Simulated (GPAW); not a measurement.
# How the form of the self-energy moves the gap of CdTe (F-43m)

How much does the gap of CdTe (F-43m) depend on the approximation to the self-energy?

Calculated with GPAW 26.7.0; LDA and many-body steps on it, plane waves.

Report form: the programs' logs are mostly left out.

The database entry behind the starting cell differs from later determinations by our own check (an axis about 1.1 % short against later determinations), so it need not match the best structure at ambient conditions.

## Step 1: Starting point

The structure is cubic, space group F-43m (No. 216). The conventional cell has a = 6.410 Å, b = 6.410 Å, c = 6.410 Å, α = 90.00°, β = 90.00°, γ = 90.00°. Nearest to Cd lie 4 Te at 2.78 Å. Nearest to Te lie 4 Cd at 2.78 Å. Farther neighbours and most contacts between anions are not listed.

Coordinates:

```cif
data_structure
_symmetry_space_group_name_H-M 'P 1'
_symmetry_Int_Tables_number 1
_cell_length_a 4.5326
_cell_length_b 4.5326
_cell_length_c 4.5326
_cell_angle_alpha 60.000
_cell_angle_beta 60.000
_cell_angle_gamma 60.000
_cell_volume 65.84
loop_
_atom_site_label
_atom_site_type_symbol
_atom_site_fract_x
_atom_site_fract_y
_atom_site_fract_z
_atom_site_occupancy
Cd1 Cd 0.00000 0.00000 0.00000 1
Te2 Te 0.25000 0.25000 0.25000 1
```

The cell and positions come from the Crystallography Open Database and are kept as given unless a step says otherwise. Spin-orbit coupling is left out unless a step names it.

## Step 2: Empty states on the mesh, 4×4×4 mesh, 786 bands

This step: GPAW 26.7.0; DFT, LDA, plane waves, PAW.

The sums over transitions need many empty states on a uniform mesh; this step solves for them.

run.py

```python
import json
import numpy as np
from gpaw.mpi import world
from gpaw import GPAW

calc = GPAW('gs.gpw').fixed_density(kpts={'size': (4, 4, 4), 'gamma': True},
    parallel={'domain': 1, 'band': 1},
    txt='nscf.txt')
calc.diagonalize_full_hamiltonian(nbands=786)
calc.write('full.gpw', mode='all')
res = {}
kpts = calc.get_ibz_k_points()
res['kpts'] = kpts
res['eigenvalues'] = [calc.get_eigenvalues(kpt=k) for k in range(len(kpts))]
res['n_electrons'] = calc.get_number_of_electrons()

if world.rank == 0:
    with open('result.json', 'w') as f:
        json.dump(res, f, default=lambda x: x.tolist())
```

The run is started by

```
mpirun -n 8 gpaw python run.py
```

Wall time 6.2 s (8 MPI ranks of Arm Neoverse V2, shared host); peak memory 2.4 GiB; 48 s of CPU time.

Numbers from this step:

* gap: 0.6080 eV
* k of the valence top: 0, 0, 0
* k of the conduction bottom: 0, 0, 0
* least direct gap: 0.6080 eV
* k points computed: 8
* lowest point of the top converged band, above the valence top: 288.3022 eV

On this mesh the gap is 0.608 eV.

## Step 3: G0W0, Godby-Needs plasmon pole

Now the one-shot GW correction: screening in the RPA, then the self-energy of the levels asked for.

This step: G0W0 on LDA, plane waves, PAW.

run.py

```python
import json
import numpy as np
from gpaw.mpi import world
from gpaw.response.g0w0 import G0W0

gw = G0W0('full.gpw',
    filename='gw',
    kpts=[0],
    bands=(7, 11),
    ecut=180,
    nbands=361,
    integrate_gamma='WS',
    ppa=True)
gw.calculate()
res = {mode: {k: v for k, v in r.items() if k != 'sigma_eskwn'}
       for mode, r in gw.all_results.items()}

if world.rank == 0:
    with open('result.json', 'w') as f:
        json.dump(res, f, default=lambda x: x.tolist())
```

The run is started by

```
mpirun -n 8 gpaw python run.py
```

Elapsed: 1.8 min, on 8 MPI ranks; peak memory 3 GiB; 14 min of CPU time.

This step gave:

```
G0W0 gap on the points computed              : 1.542 eV
least direct G0W0 gap on the computed points : 1.542 eV
Z at the valence top                         : 0.7909
Z at the conduction bottom                   : 0.8031
starting gap on the mesh                     : 0.6080 eV
k of the valence top                         : 0, 0, 0
k of the conduction bottom                   : 0, 0, 0
```

The gap on the mesh goes from 0.61 eV to 1.54 eV, a correction of +0.93 eV.

## Step 4: One-shot HSE06

This step: one-shot HSE06 levels on LDA orbitals, plane waves, PAW.

run.py

```python
import json
import numpy as np
from gpaw.mpi import world
from gpaw.hybrids.eigenvalues import non_self_consistent_eigenvalues

dft, vxc, vxc_hyb = non_self_consistent_eigenvalues('full.gpw', 'HSE06', 7, 11, kpt_indices=[0])
res = {'dft': dft[0], 'hybrid': (dft - vxc + vxc_hyb)[0]}
if world.rank == 0:
    with open('hybrid.txt', 'w') as f:
        for k, e0, e1 in zip([0], res['dft'], res['hybrid']):
            print(k, ' '.join(f'{x:9.4f}' for x in e0), '|', ' '.join(f'{x:9.4f}' for x in e1), file=f)

if world.rank == 0:
    with open('result.json', 'w') as f:
        json.dump(res, f, default=lambda x: x.tolist())
```

The run is started by

```
mpirun -n 8 gpaw python run.py
```

Wall time 2.4 s (8 MPI ranks); peak memory 1.4 GiB.

Numbers from this step:

* starting gap on the mesh: 0.6080 eV
* hybrid gap on the mesh: 1.588 eV
* least direct hybrid gap on the computed points: 1.588 eV

## Step 5: G0W0, extrapolated in the cutoff

This step: G0W0 on LDA, plane waves, PAW.

run.py

```python
import json
import numpy as np
from gpaw.mpi import world
from gpaw.response.g0w0 import G0W0

gw = G0W0('full.gpw',
    filename='gw',
    kpts=[0],
    bands=(7, 11),
    ecut=300.0,
    integrate_gamma='WS',
    ppa=True,
    ecut_extrapolation=True)
gw.calculate()
res = {mode: {k: v for k, v in r.items() if k != 'sigma_eskwn'}
       for mode, r in gw.all_results.items()}

if world.rank == 0:
    with open('result.json', 'w') as f:
        json.dump(res, f, default=lambda x: x.tolist())
```

The run is started by

```
mpirun -n 8 gpaw python run.py
```

The job ended after 28 min (8 MPI ranks; peak memory 4.3 GiB; 3.8 h of CPU time).

Numbers from this step:

| Item | Value |
| --- | --- |
| quasiparticle gap on the points computed | 1.571 eV |
| least direct quasiparticle gap on the computed points | 1.571 eV |
| Z at the valence top | 0.7903 |
| Z at the conduction bottom | 0.8026 |
| starting gap on the mesh | 0.6080 eV |
| k of the valence top | 0, 0, 0 |
| k of the conduction bottom | 0, 0, 0 |
| gaps at the cutoffs of the extrapolation | 1.549, 1.551, 1.553 eV |

Against G0W0 in GPAW (4×4×4 mesh, 361 bands, screening to 180 eV, Godby-Needs plasmon pole), the gap moves by +0.029 eV.

## Step 6: One-shot Hartree-Fock

This step: one-shot Hartree-Fock levels on LDA orbitals, plane waves, PAW.

run.py

```python
import json
import numpy as np
from gpaw.mpi import world
from gpaw.hybrids.eigenvalues import non_self_consistent_eigenvalues

dft, vxc, vxc_hyb = non_self_consistent_eigenvalues('full.gpw', 'EXX', 7, 11, kpt_indices=[0])
res = {'dft': dft[0], 'hybrid': (dft - vxc + vxc_hyb)[0]}
if world.rank == 0:
    with open('hybrid.txt', 'w') as f:
        for k, e0, e1 in zip([0], res['dft'], res['hybrid']):
            print(k, ' '.join(f'{x:9.4f}' for x in e0), '|', ' '.join(f'{x:9.4f}' for x in e1), file=f)

if world.rank == 0:
    with open('result.json', 'w') as f:
        json.dump(res, f, default=lambda x: x.tolist())
```

The run is started by

```
mpirun -n 8 gpaw python run.py
```

Wall time 2.3 s (8 MPI ranks); peak memory 1.5 GiB; 18 s of CPU time.

This step gave:

- starting gap on the mesh: 0.6080 eV
- hybrid gap on the mesh: 6.561 eV
- least direct hybrid gap on the computed points: 6.561 eV

## Step 7: G0W0, full frequency, Hilbert transform

This step: G0W0 on LDA, plane waves, PAW.

run.py

```python
import json
import numpy as np
from gpaw.mpi import world
from gpaw.response.g0w0 import G0W0

gw = G0W0('full.gpw',
    filename='gw',
    kpts=[0],
    bands=(7, 11),
    ecut=180,
    nbands=361,
    integrate_gamma='WS',
    frequencies={'type': 'nonlinear', 'domega0': 0.1, 'omega2': 15.0},
    eta=0.1,
    nblocksmax=True)
gw.calculate()
res = {mode: {k: v for k, v in r.items() if k != 'sigma_eskwn'}
       for mode, r in gw.all_results.items()}

if world.rank == 0:
    with open('result.json', 'w') as f:
        json.dump(res, f, default=lambda x: x.tolist())
```

The run is started by

```
mpirun -n 8 gpaw python run.py
```

Run time: 3.2 min. Hardware: 8 MPI ranks; peak memory 5.1 GiB; 26 min of CPU time.

This step gave:

```yaml
g0w0_gap_on_the_points_computed: 1.492 eV
least_direct_g0w0_gap_on_the_computed_points: 1.492 eV
starting_gap_on_the_mesh: 0.6080 eV
k_of_the_valence_top: 0, 0, 0
k_of_the_conduction_bottom: 0, 0, 0
```

Against G0W0 in GPAW (4×4×4 mesh, 361 bands, screening to 180 eV, Godby-Needs plasmon pole), the gap moves by −0.049 eV.

## Step 8: Side by side

Times are wall times on 8 MPI ranks of Arm Neoverse V2, shared host, good to a factor of about two.

```
                                    run   mesh  bands  screening cutoff (eV)  DFT gap (eV)  gap on the mesh (eV)  direct (eV)     time
         G0W0, Godby-Needs plasmon pole  4×4×4    361                    180         0.608                 1.542        1.542  1.8 min
                         one-shot HSE06  4×4×4      -                      -         0.608                 1.588        1.588    2.4 s
       G0W0, extrapolated in the cutoff  4×4×4      -                    300         0.608                 1.571        1.571   28 min
                  one-shot Hartree-Fock  4×4×4      -                      -         0.608                 6.561        6.561    2.3 s
G0W0, full frequency, Hilbert transform  4×4×4    361                    180         0.608                 1.492        1.492  3.2 min
```

## Step 9: Outcome

```
G0W0, Godby-Needs plasmon pole          : 1.542 eV
one-shot HSE06                          : 1.588 eV
G0W0, extrapolated in the cutoff        : 1.571 eV
one-shot Hartree-Fock                   : 6.561 eV
G0W0, full frequency, Hilbert transform : 1.492 eV
known limits                            : not at the basis limit; no spin-orbit coupling; coarse k mesh
```

In words: One-shot HSE06: +0.046 eV against G0W0, Godby-Needs plasmon pole. G0W0, extrapolated in the cutoff: +0.029 eV against G0W0, Godby-Needs plasmon pole, at other bands or cutoff, so not like for like. One-shot Hartree-Fock: +5.019 eV against G0W0, Godby-Needs plasmon pole. G0W0, full frequency, Hilbert transform: −0.049 eV against G0W0, Godby-Needs plasmon pole. Bare exchange alone opens the gap to 6.56 eV; against G0W0, correlation takes back 5.02 eV. One-shot hybrid levels are evaluated on the LDA orbitals. Bands and cutoff are finite, so the gap is not at the basis limit. The miss can reach some tenths of an eV and take either sign; the mesh is an error of its own. These stock PAW sets were not made for GW; the filled d or f shell of Te lies in the frozen core, which bears on start and correction. In the G0W0 runs levels were corrected at 1 k point alone, so a gap called «on the mesh» is the least over those, and an edge elsewhere would be missed. The program warns of a poor linear fit in the extrapolation of some level, so the extrapolated values are rough. The 4×4×4 mesh is coarse for this cell, which bears on the long-range parts of exchange and screening. The many-body steps are scalar-relativistic: spin-orbit coupling is not in them.

[Paths, hosts, dates, memory and timing lines, banners, echoed tables and standing remarks are left out of the program output.]

[Logs are printed without paths, hosts, clocks, repeated set-up lines and the standing remarks that a program may print on its own settings, such as how far it seeks lower states.]

[Runs of the session that timed out or met a known fault of the program may be left out.]

[Hosts, paths, dates, database ids (printed as entryN), source tags and the programs' standing remarks are cut or masked in the printed files.]
